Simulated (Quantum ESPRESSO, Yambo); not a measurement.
# BAs (F-43m): G0W0 in Yambo against the screening cutoff

Wanted: the cheapest screening cutoff that holds the gap of BAs (F-43m).

Method: PBE and many-body steps on it, plane waves, in Yambo 5.3.0.

This is a report of a sequence of runs, with most program output left out.

**1. Set-up**

The structure is cubic, space group F-43m (No. 216). The conventional cell has a = 4.777 Å, b = 4.777 Å, c = 4.777 Å, α = 90.00°, β = 90.00°, γ = 90.00°. B has 4 As at 2.07 Å nearest. Nearest to As lie 4 B at 2.07 Å. Farther neighbours are not listed.

As a file:

```
B As
1.0
     0.00000    2.38850    2.38850
     2.38850    0.00000    2.38850
     2.38850    2.38850    0.00000
B As
1 1
Direct
  0.00000 0.00000 0.00000
  0.25000 0.25000 0.25000
```

The cell and positions come from the Crystallography Open Database and are kept as given unless a step says otherwise.

**2. 3.25 Ha**

This step: Yambo 5.3.0; G0W0 on PBE, plane waves, norm-conserving pseudopotentials.

G0W0 replaces the xc potential by the self-energy, built once from these orbitals. Only a window of levels is corrected, while the sums run over the empty bands that the input names.

Input file gw7.in:

```
HF_and_locXC
gw0
dyson
ppa
em1d
rim_cut
RandQpts= 1000000
RandGvec= 1 RL
EXXRLvcs= 100 Ry
VXCRLvcs= 400 Ry
Chimod= "HARTREE"
% BndsRnXp
 1 | 94 |
%
NGsBlkXp= 6.5 Ry
% LongDrXp
 1 | 1 | 1 |
%
% GbndRnge
 1 | 94 |
%
DysSolver= "n"
ExtendOut
PPAPntXp= 27.21138 eV
% QPkrange
 1 | 1 | 12 | 15 |
 7 | 7 | 12 | 15 |
%
```

The run is started by

```bash
OMP_NUM_THREADS=1 mpirun -n 4 yambo -F gw7.in -J gw7 -C gw7 > gw7.log
```

The job ended after 34 s (4 MPI ranks of Arm Neoverse V1, shared host; peak memory 1.4 GiB; 2.2 min of CPU time).

Numbers from this step:

```yaml
g0w0_gap_on_the_points_computed: 1.891 eV
starting_gap_on_the_mesh: 1.451 eV
k_of_the_valence_top: 0, 0, 0
k_of_the_conduction_bottom: 0, -0.5, -0.5
least_direct_g0w0_gap_on_the_computed_points: 4.061 eV
z_at_the_valence_top: 0.8063
z_at_the_conduction_bottom: 0.8160
```

The gap on the mesh goes from 1.45 eV to 1.89 eV, a correction of +0.44 eV.

**3. 5.25 Ha**

gw8.in, as its differences from gw7.in of step 2:

```diff
@@ -14,3 +14,3 @@
 %
-NGsBlkXp= 6.5 Ry
+NGsBlkXp= 10.5 Ry
 % LongDrXp
```

The run is started by

```bash
OMP_NUM_THREADS=1 mpirun -n 4 yambo -F gw8.in -J gw8 -C gw8 > gw8.log
```

Run time: 43 s. Hardware: 4 MPI ranks; peak memory 1.4 GiB.

Numbers from this step:

* G0W0 gap on the points computed: 1.946 eV
* starting gap on the mesh: 1.451 eV
* k of the valence top: 0, 0, 0
* k of the conduction bottom: 0, -0.5, -0.5
* least direct G0W0 gap on the computed points: 4.113 eV
* Z at the valence top: 0.8053
* Z at the conduction bottom: 0.8156

Against the run before, the gap moves by +0.055 eV.

**4. 10.5 Ha**

gw9.in, as its differences from gw8.in of step 3:

```diff
@@ -14,3 +14,3 @@
 %
-NGsBlkXp= 10.5 Ry
+NGsBlkXp= 21 Ry
 % LongDrXp
```

The run is started by

```bash
OMP_NUM_THREADS=1 mpirun -n 4 yambo -F gw9.in -J gw9 -C gw9 > gw9.log
```

It took 1.8 min on 4 MPI ranks; peak memory 1.4 GiB.

Numbers from this step:

* G0W0 gap on the points computed: 1.952 eV
* starting gap on the mesh: 1.451 eV
* k of the valence top: 0, 0, 0
* k of the conduction bottom: 0, -0.5, -0.5
* least direct G0W0 gap on the computed points: 4.123 eV

Against the run before, the gap moves by +0.007 eV.

**5. 13 Ha**

gw10.in, as its differences from gw9.in of step 4:

```diff
@@ -14,3 +14,3 @@
 %
-NGsBlkXp= 21 Ry
+NGsBlkXp= 26 Ry
 % LongDrXp
```

The run is started by

```bash
OMP_NUM_THREADS=1 mpirun -n 4 yambo -F gw10.in -J gw10 -C gw10 > gw10.log
```

The job ended after 2.8 min (4 MPI ranks; peak memory 1.5 GiB).

Numbers from this step:

```
G0W0 gap on the points computed              : 1.953 eV
starting gap on the mesh                     : 1.451 eV
k of the valence top                         : 0, 0, 0
k of the conduction bottom                   : 0, -0.5, -0.5
least direct G0W0 gap on the computed points : 4.123 eV
```

Against the run before, the gap moves by +0.0004 eV.

**6. 16.25 Ha**

gw11.in, as its differences from gw10.in of step 5:

```diff
@@ -14,3 +14,3 @@
 %
-NGsBlkXp= 26 Ry
+NGsBlkXp= 32.5 Ry
 % LongDrXp
```

The run is started by

```bash
OMP_NUM_THREADS=1 mpirun -n 4 yambo -F gw11.in -J gw11 -C gw11 > gw11.log
```

Run time: 4.2 min. Hardware: 4 MPI ranks; peak memory 1.4 GiB; 17 min of CPU time.

Numbers from this step:

```
G0W0 gap on the points computed              : 1.953 eV
starting gap on the mesh                     : 1.451 eV
k of the valence top                         : 0, 0, 0
k of the conduction bottom                   : 0, -0.5, -0.5
least direct G0W0 gap on the computed points : 4.124 eV
```

Against the run before, the gap moves by +0.0002 eV.

**7. Side by side**

Times are wall times on 4 MPI ranks of Arm Neoverse V1, shared host, good to a factor of about two.

| run | mesh | bands | screening cutoff (eV) | DFT gap (eV) | gap on the mesh (eV) | direct (eV) | time |
| --- | --- | --- | --- | --- | --- | --- | --- |
| 3.25 Ha | 4×4×4 | 94 | 88.4 | 1.451 | 1.891 | 4.061 | 34 s |
| 5.25 Ha | 4×4×4 | 94 | 142.9 | 1.451 | 1.946 | 4.113 | 43 s |
| 10.5 Ha | 4×4×4 | 94 | 285.7 | 1.451 | 1.952 | 4.123 | 1.8 min |
| 13 Ha | 4×4×4 | 94 | 353.7 | 1.451 | 1.953 | 4.123 | 2.8 min |
| 16.25 Ha | 4×4×4 | 94 | 442.2 | 1.451 | 1.953 | 4.124 | 4.2 min |

**8. What came out**

```
3.25 Ha      : 1.891 eV
5.25 Ha      : 1.946 eV
10.5 Ha      : 1.952 eV
13 Ha        : 1.953 eV
16.25 Ha     : 1.953 eV
known limits : not at the basis limit; no spin-orbit coupling; coarse k mesh
```

What this shows: The setting moved: screening cutoff. From 3.25 Ha to 16.25 Ha the gap moves by +0.06 eV, for 7.4 times the time. It holds to 0.03 eV from 5.25 Ha on. Bands and screening cutoff are coupled, so a series along one setting does not show full convergence. Bands and cutoff are finite, so the gap is not at the basis limit. The miss can reach some tenths of an eV and take either sign; the mesh is an error of its own. In the G0W0 runs levels were corrected at 2 k points alone, so a gap called «on the mesh» is the least over those, and an edge elsewhere would be missed. A denser mesh or path gives a starting gap of 1.21 eV: the GW mesh misses a band edge, so its gaps are not the fundamental one. The 4×4×4 mesh is coarse for this cell, which bears on the long-range parts of exchange and screening. The many-body steps are scalar-relativistic: spin-orbit coupling is not in them.

[Paths, hosts, dates, memory and timing lines, banners, echoed tables and standing remarks are left out of the program output.]

[Logs are printed without paths, hosts, clocks, repeated set-up lines and the standing remarks that a program may print on its own settings, such as how far it seeks lower states.]

[Runs of the session that timed out or met a known fault of the program may be left out.]

[Hosts, paths, dates, database ids (printed as entryN), source tags and the programs' standing remarks are cut or masked in the printed files.]
